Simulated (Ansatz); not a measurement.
The system is MnO.

```xyz
2
Lattice="0.0000 2.2220 2.2220 2.2220 0.0000 2.2220 2.2220 2.2220 0.0000" Properties=species:S:1:pos:R:3 pbc="T T T"
Mn    0.0000    0.0000    0.0000
O     2.2220    2.2220    2.2220
```

Base run:

* Program: Ansatz 0.2.0
* Functional: PBE
* Potentials or basis: Ansatz PAW
* Cutoff: 420 eV
* Density cutoff: 1680 eV
* k mesh: 10 × 10 × 10
* Occupations: fermi-dirac, width 0.05 eV
* Spin: collinear spin, ferromagnetic start
* Starting moments: [4.0, 0.0] μB

Its results: band gap on the k mesh none (metal or under the smearing width); net moment 4.79 μB per cell; site moments Mn +4.06; O +0.24 μB.

Question: The run is repeated on the same cell with these changes: functional from PBE to HSE03; k mesh from 10 × 10 × 10 to 5 × 5 × 5. What comes out?

Answer: Band gap on the k mesh 1.21 eV, indirect (least direct gap 3.85 eV); net moment 5.00 μB per cell; site moments Mn +4.30; O +0.23 μB.

Several settings changed at once, so the effect can't be laid on one alone.

Caveats: some runs use coarse meshes; a cell with one magnetic atom can't hold antiferromagnetic order, which such compounds often take; semilocal functionals often make such compounds metallic where correlation or magnetic order opens a gap, which also shifts bond lengths (some runs); the magnetic or orbital state may not be the lowest (some runs); the k mesh misses the band edges, so the gap on the mesh is wider than the one along the path (some runs).

Not every run made on this cell is shown here.
